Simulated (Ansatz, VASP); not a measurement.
**One calculation of HgTe, two programs**

```
Hg Te
1.0
     0.00000    3.18000    3.18000
     3.18000    0.00000    3.18000
     3.18000    3.18000    0.00000
Hg Te
1 1
Direct
  0.00000 0.00000 0.00000
  0.50000 0.50000 0.50000
```

Measurements of this composition are mostly on another form, of space group No. 216.

Alike in both runs: task single point; functional PBE; k mesh 7 × 7 × 7; occupations gaussian, width 0.02 eV; no spin polarisation.

|  | VASP | Ansatz |
| --- | --- | --- |
| version | VASP 6.6.1 | Ansatz 0.2.0 |
| potentials or method | VASP PAW PBE potentials, release 64 (Hg, Te), cutoff 520 eV | all-electron LAPW, scalar-relativistic |

```tsv
	VASP	Ansatz	Ansatz less VASP
gap on the k mesh at the Fermi level (eV)	none	none	-
pressure (GPa)	-3.7	-3.8	-0.06
```

A gap of «none» marks a metal or a gap that the smearing closes. Ansatz ran all-electron here, so the differences hold the error of VASP's frozen core and of both bases.

The runs have no spin-orbit coupling, so splittings on Hg, Te are missing.
